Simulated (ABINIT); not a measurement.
The system is CdS (Greenockite).

```xyz
4
Lattice="4.1500 0.0000 0.0000 -2.0750 3.5940 0.0000 0.0000 0.0000 6.7370" Properties=species:S:1:pos:R:3 pbc="T T T"
Cd    2.0750    1.1980    3.3685
Cd    0.0000    2.3960    0.0000
S     2.0750    1.1980    5.8949
S     0.0000    2.3960    2.5264
```

| Quantity | Value |
| --- | --- |
| Program | ABINIT 10.8.3 (patched build) |
| Task | single point |
| Functional | PBE |
| Potentials or basis | JTH PAW PBE v2.0 |
| Cutoff | 599 eV |
| k mesh | 7 × 7 × 4 |
| Occupations | fermi-dirac, width 0.05 eV |
| Spin | no spin polarisation |

On this cell: pressure 2.1 GPa; largest force 0.068 eV/Å; band gap on the k mesh 1.18 eV, direct.

The same run follows on a disturbed copy (atoms moved at random, drawn with an rms of 0.05 Å):

```
Cd S
1.0
     4.15000    0.00000    0.00000
    -2.07500    3.59401    0.00000
     0.00000    0.00000    6.73700
Cd S
2 2
Direct
  0.65238 0.33483 0.49822
  0.33236 0.66383 0.00239
  0.66257 0.33254 0.87277
  0.33939 0.67049 0.37511
```

Problem. What changes?

Solution. The energy moves by +5.0 meV/atom; pressure 2.2 GPa; largest force 0.403 eV/Å; band gap on the k mesh 1.17 eV, direct.

Forces on the atoms (eV/Å):
```
Cd   0.384 -0.008  0.014
Cd  -0.075  0.033 -0.212
S    0.091 -0.030  0.151
S   -0.400  0.005  0.047
```

Stress tensor (GPa, compression positive):
```
 1.91 -0.89  0.40
-0.89  1.91  0.03
 0.40  0.03  2.82
```

